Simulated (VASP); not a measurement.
# SrO (Immm) in VASP: single point with PBEsol

Aim: the single point of SrO with PBEsol.

Everything below comes from runs of VASP 6.6.1. Logs are shortened: lines on timing, memory, paths and dates and some standing lists are left out, and cuts for length are marked.

## (1) The cell of the first run

It takes space group Immm (No. 71, orthorhombic). Conventional cell: a = 3.571 Å, b = 3.698 Å, c = 5.140 Å, α = 90.00°, β = 90.00°, γ = 90.00°. Sr (site symmetry mmm) has 6 O at 2.57 Å as nearest neighbours. Around O (site symmetry mmm) lie 6 Sr at 2.57 Å.

## (2) Single point, PBEsol (strain +0.0350 x Voigt [0, 0, 0, 0, 1, 0], atoms carried along)

Contents of INCAR:

```
ALGO = Fast
EDIFF = 1E-7
ENCUT = 520
GGA = PS
ISIF = 2
ISMEAR = 0
LASPH = T
LCHARG = F
LREAL = F
LWAVE = F
NBANDS = 15
NELM = 80
PREC = Accurate
SIGMA = 0.05
```

Contents of KPOINTS:

```
k-points
0
Gamma
  8 8 8
```

Contents of POSCAR:

```
SrO
1.0
    0.0449715000      2.5698000000      2.5698000000
    2.6147715000      0.0000000000      2.6147715000
    2.5698000000      2.5698000000      0.0449715000
Sr O
1 1
Direct
    0.0000000000      0.0000000000      0.0000000000
    0.5000000000      0.5000000000      0.5000000000
```

Potentials or basis: VASP PAW PBE potentials, release 64 (Sr_sv, O).

Command:

```
$ cat potpaw_PBE.64/Sr_sv/POTCAR potpaw_PBE.64/O/POTCAR > POTCAR
$ mpirun -np 1 vasp_std > vasp.out
```

OUTCAR:

```text
EDIFF = 1E-7
   ENCUT = 520
   GGA = PS
   ISIF = 2
   ISMEAR = 0
   LASPH = T
   LREAL = F
   NELM = 80
   PREC = Accurate

 ion  position               nearest neighbor table
   1  0.000  0.000  0.000-   2 2.57   2 2.57   2 2.57   2 2.57   2 2.57   2 2.57
   2  0.500  0.500  0.500-   1 2.57   1 2.57   1 2.57   1 2.57   1 2.57   1 2.57

  LATTYP: Found a body centered orthorhombic cell.
 ALAT       =     3.5706467074
 B/A-ratio  =     1.0356234097
 C/A-ratio  =     1.4394031169

  Lattice vectors:

 A1 = (   0.0449715000,  -2.5698000000,   2.5698000000)
 A2 = (  -0.0449715000,  -2.5698000000,  -2.5698000000)
 A3 = (   2.5698000000,   2.5698000000,   0.0449715000)

Analysis of symmetry for initial positions (statically):
=====================================================================
 Subroutine PRICEL returns:
 Original cell was already a primitive cell.

 Routine SETGRP: Setting up the symmetry group for a
 body centered orthorhombic supercell.

 Subroutine GETGRP returns: Found  8 space group operations
 (whereof  8 operations were pure point group operations)
 out of a pool of  8 trial point group operations.

The static configuration has the point symmetry D_2h.

Analysis of symmetry for dynamics (positions and initial velocities):
=====================================================================
 Subroutine PRICEL returns:
 Original cell was already a primitive cell.

 Routine SETGRP: Setting up the symmetry group for a
 body centered orthorhombic supercell.

 Subroutine GETGRP returns: Found  8 space group operations
 (whereof  8 operations were pure point group operations)
 out of a pool of  8 trial point group operations.

The dynamic configuration has the point symmetry D_2h.

 Subroutine INISYM returns: Found  8 space group operations
 (whereof  8 operations are pure point group operations),
 and found     1 'primitive' translations

----------------------------------------------------------------------------------------

                                     Primitive cell

  volume of cell :      33.9309

  direct lattice vectors                    reciprocal lattice vectors
     0.044971500  2.569800000  2.569800000    -0.198033253  0.194567671  0.198033253
     2.614771500  0.000000000  2.614771500     0.191221298 -0.194567671  0.191221298
     2.569800000  2.569800000  0.044971500     0.198033253  0.194567671 -0.198033253

  length of vectors
     3.634524249  3.697845318  3.634524249     0.341014540  0.333148237  0.341014540

  position of ions in fractional coordinates (direct lattice)
     0.000000000  0.000000000  0.000000000
     0.500000000  0.500000000  0.500000000

  ion indices of the primitive-cell ions
   primitive index   ion index
                 1           1
                 2           2

----------------------------------------------------------------------------------------

 KPOINTS: k-points

Automatic generation of k-mesh.
 Grid dimensions read from file:
 generate k-points for:    8    8    8

 Generating k-lattice:

  Cartesian coordinates                     Fractional coordinates (reciprocal lattice)
    -0.024754157  0.024320959  0.024754157     0.125000000  0.000000000  0.000000000
     0.023902662 -0.024320959  0.023902662    -0.000000000  0.125000000 -0.000000000
     0.024754157  0.024320959 -0.024754157     0.000000000  0.000000000  0.125000000

  Length of vectors
     0.042626818  0.041643530  0.042626818

  Shift w.r.t. Gamma in fractional coordinates (k-lattice)
     0.000000000  0.000000000  0.000000000

 Subroutine IBZKPT returns following result:
 ===========================================

 Found     95 irreducible k-points:

 Following reciprocal coordinates:
            Coordinates               Weight
  0.000000  0.000000  0.000000      1.000000
  0.125000  0.000000 -0.000000      4.000000
  0.250000  0.000000 -0.000000      4.000000
  0.375000  0.000000 -0.000000      4.000000
  0.500000  0.000000 -0.000000      2.000000
  0.000000  0.125000  0.000000      4.000000
[... 16 lines left out ...]
  0.125000  0.375000  0.000000      8.000000
  0.250000  0.375000 -0.000000      8.000000
 [... further k-points ...]
   k-points           NKPTS =     95   k-points in BZ     NKDIM =     95   number of bands    NBANDS=     15
   number of dos      NEDOS =    301   number of ions     NIONS =      2
   total plane-waves  NPLWV =  21952
   dimension x,y,z NGX =    28 NGY =   28 NGZ =   28
   dimension x,y,z NGXF=    56 NGYF=   56 NGZF=   56
   ions per type =               1   1
   NGX,Y,Z   is equivalent  to a cutoff of  12.81, 12.59, 12.81 a.u.
   NGXF,Y,Z  is equivalent  to a cutoff of  25.61, 25.18, 25.61 a.u.
 SYSTEM =  unknown system
   PREC   = accura    normal or accurate (medium, high low for compatibility)
   ISTART =      0    job   : 0-new  1-cont  2-samecut
   ICHARG =      2    charge: 1-file 2-atom 10-const
   ISPIN  =      1    spin polarized calculation?
   LNONCOLLINEAR =      F non collinear calculations
   LSORBIT =      F    spin-orbit coupling
   LASPH  =      T    aspherical Exc in radial PAW
   ENCUT  =  520.0 eV  38.22 Ry    6.18 a.u.   6.76  6.88  6.76*2*pi/ulx,y,z
   NELM   =     80;   NELMIN=  2; NELMDL= -5     # of ELM steps
   EDIFF  = 0.1E-06   stopping-criterion for ELM
   LREAL  =      F    real-space projection
   EDIFFG = 0.1E-05   stopping-criterion for IOM
   NSW    =      0    number of steps for IOM
   IBRION =     -1    ionic relax: 0-MD 1-quasi-New 2-CG
   NFREE  =      0    steps in history (QN), initial steepest desc. (CG)
   ISIF   =      2    stress and relaxation
   ISYM   =      2    0-nonsym 1-usesym 2-fastsym
   POTIM  = 0.5000    time-step for ionic-motion
   TEBEG  =    0.0;   TEEND  =   0.0 temperature during run
   PSTRESS=    0.0 pullay stress
   NELECT =      16.0000    total number of electrons
   NUPDOWN=      -1.0000    fix difference up-down
   EMIN   =  10.00;   EMAX   =-10.00  energy-range for DOS
   EFERMI =   0.00;   METHOD = LEGACY
   ISMEAR =     0;   SIGMA  =   0.05  broadening in eV -4-tet -1-fermi 0-gaus
   EFERMI_NEDOS =   21; number of points for ismear=-14 and -15
   IALGO  =     68    algorithm
   IMIX   =      4    mixing-type and parameters
     AMIX     =   0.40;   BMIX     =  1.00
     AMIX_MAG =   1.60;   BMIX_MAG =  1.00
  volume/ion in A,a.u.               =      16.97       114.49
  Fermi-wavevector in a.u.,A,eV,Ry     =   1.274236  2.407957 22.091469  1.623677
  Thomas-Fermi vector in A             =   2.407015
   LORBIT       =      0    0 simple, 1 ext, 2 COOP (PROOUT), +10 PAW based schemes
   GGA     = PS    functional components
   LHFCALC =     F    Hartree Fock is set to
   AEXX    =    0.0000 exact exchange contribution
   IVDW    =     0    specifies the selected vdW correction
   LEPSILON=     F    determine dielectric tensor
   LRPA    =     F    only Hartree local field effects (RPA)
 non-spin polarized calculation
 RMM-DIIS sequential band-by-band and
 Gauss-broadening in eV      SIGMA  =   0.05
  energy-cutoff  :      520.00
  volume of cell :       33.93
 maximum number of plane-waves:       929
   NGX = 13   NGY = 13   NGZ = 13

 number of electron      15.9999997 magnetization

 Free energy of the ion-electron system (eV)
  ---------------------------------------------------
  ext. energy  EPLUGINS =         0.00000000
  ---------------------------------------------------
  free energy    TOTEN  =       -12.63260761 eV

  energy without entropy =      -12.63260761  energy(sigma->0) =      -12.63260761

 E-fermi :   1.8834     XC(G=0): -10.2859

 val. band max:        1.5409798871   @ k =   0.0000   0.0000   0.0000
 cond. band min:       4.6491341261   @ k =   0.5000   0.0000   0.5000
 fundamental gap:      3.1081542389
 Fermi energy:         1.8834284711

 k-point     1 :       0.0000    0.0000    0.0000
  band No.  band energies     occupation
      1     -30.7404      2.00000
      2     -13.5008      2.00000
      3     -12.4005      2.00000
      4     -12.3912      2.00000
      5     -12.3780      2.00000
      6       1.4652      2.00000
      7       1.4982      2.00000
      8       1.5410      2.00000
      9       5.3241      0.00000
     10       7.4420      0.00000
     11       7.6554      0.00000
     12       7.8880      0.00000
     13       9.8709      0.00000
     14       9.8722      0.00000
     15      13.9978      0.00000

 k-point     2 :       0.1250    0.0000   -0.0000
  band No.  band energies     occupation
      1     -30.7186      2.00000
      2     -13.8617      2.00000
      3     -12.4122      2.00000
      4     -12.4032      2.00000
      5     -12.0774      2.00000
      6       1.0515      2.00000
      7       1.2507      2.00000
      8       1.3108      2.00000
      9       6.0489      0.00000
     10       7.5854      0.00000
     11       7.7629      0.00000
     12       8.0711      0.00000
     13      10.2827      0.00000
     14      10.2829      0.00000
     15      15.0926      0.00000

 k-point     3 :       0.2500    0.0000   -0.0000
  band No.  band energies     occupation
      1     -30.6652      2.00000
      2     -14.4359      2.00000
      3     -12.4425      2.00000
      4     -12.4402      2.00000
      5     -11.6381      2.00000
      6       0.1968      2.00000
      7       0.7897      2.00000
      8       0.8750      2.00000
      9       7.4753      0.00000
     10       7.5980      0.00000
     11       8.6389      0.00000
     12       8.9674      0.00000
     13      11.3014      0.00000
     14      11.3072      0.00000
     15      17.2465      0.00000
[... 343 lines left out ...]
 k-point    23 :       0.1250    0.3750    0.0000
  band No.  band energies     occupation
      1     -30.6278      2.00000
      2     -14.6900      2.00000
      3     -12.5299      2.00000
      4     -12.5171      2.00000
      5     -11.4675      2.00000
      6      -0.1754      2.00000
      7       0.6653      2.00000
      8       0.8450      2.00000
      9       7.0785      0.00000
     10       8.3491      0.00000
     11       9.8494      0.00000
     12      10.1307      0.00000
     13      11.9498      0.00000
     14      12.5061      0.00000
     15      16.9925      0.00000

 k-point    24 :       0.2500    0.3750   -0.0000
  band No.  band energies     occupation
      1     -30.6098      2.00000
      2     -14.3698      2.00000
      3     -12.7013      2.00000
      4     -12.6277      2.00000
      5     -11.9118      2.00000
      6       0.2253      2.00000
      7       1.0939      2.00000
      8       1.2102      2.00000
      9       5.7291      0.00000
     10       8.2829      0.00000
     11      10.5350      0.00000
     12      10.7840      0.00000
     13      11.4752      0.00000
     14      12.4643      0.00000
     15      17.2922      0.00000

 [... further k-points ...]
[... 5 lines left out ...]
  --------------------------------------------------------------------------------------
  -------------------------------------------------------------------------------------
  Total       -0.0626102     -0.0800793     -0.0626102      0.0000000      0.0000000     -0.4069630
  in kB       -2.9563843     -3.7812535     -2.9563843      0.0000000      0.0000000    -19.2163335
  external PRESSURE =      -3.2313407 kB  Pullay stress =       0.0000000 kB

 VOLUME and BASIS-vectors are now :
 -----------------------------------------------------------------------------
  energy-cutoff  :      520.00
  volume of cell :       33.93
      direct lattice vectors                 reciprocal lattice vectors
     0.044971500  2.569800000  2.569800000    -0.198033253  0.194567671  0.198033253
     2.614771500  0.000000000  2.614771500     0.191221298 -0.194567671  0.191221298
     2.569800000  2.569800000  0.044971500     0.198033253  0.194567671 -0.198033253

 POSITION                                       TOTAL-FORCE (eV/Angst)
 -----------------------------------------------------------------------------------
      0.00000      0.00000      0.00000         0.000000      0.000000      0.000000
      2.61477      2.56980      2.61477        -0.000000     -0.000000     -0.000000
 -----------------------------------------------------------------------------------
    total drift:                                0.000000      0.000000      0.000000

  FREE ENERGIE OF THE ION-ELECTRON SYSTEM (eV)
  ---------------------------------------------------
  free  energy   TOTEN  =       -12.6326076076 eV

  energy  without entropy=      -12.6326076076  energy(sigma->0) =      -12.63260761
```

Run time: 29 s. Hardware: 1 thread of Intel Xeon 6975P-C (Granite Rapids), shared host; peak memory 0.18 GiB.

Results:

```yaml
Free_energy: -12.6326 eV
Pressure: -0.3 GPa
Band_gap_on_the_k_mesh: 3.11 eV, indirect (least direct gap 3.19 eV)
```

Stress tensor (GPa, compression positive):
```
-0.30  0.00 -1.92
 0.00 -0.38  0.00
-1.92  0.00 -0.30
```

Levels at points of the mesh, in eV from the valence-band top:
```
           k point  band 5  band 6  band 7  band 8  band 9  band 10  band 11  band 12
(0.00, 0.00, 0.00)  -13.92   -0.08   -0.04    0.00    3.78     5.90     6.11     6.35
(0.50, 0.00, 0.00)  -12.78   -2.27   -1.31   -1.19    6.48     8.29     8.72     9.07
(0.00, 0.50, 0.00)  -12.70   -2.27   -1.21   -1.08    6.39     8.24     8.57     8.91
(0.50, 0.50, 0.00)  -14.31   -0.48   -0.13   -0.13    3.11     7.71    10.13    10.20
(0.50, 0.00, 0.50)  -14.28   -0.48   -0.17   -0.08    3.11     7.73    10.17    10.19
```

Caveat: the PAW data sets were made with another functional, which shifts forces and pressure a little. A k mesh can miss the band edges.
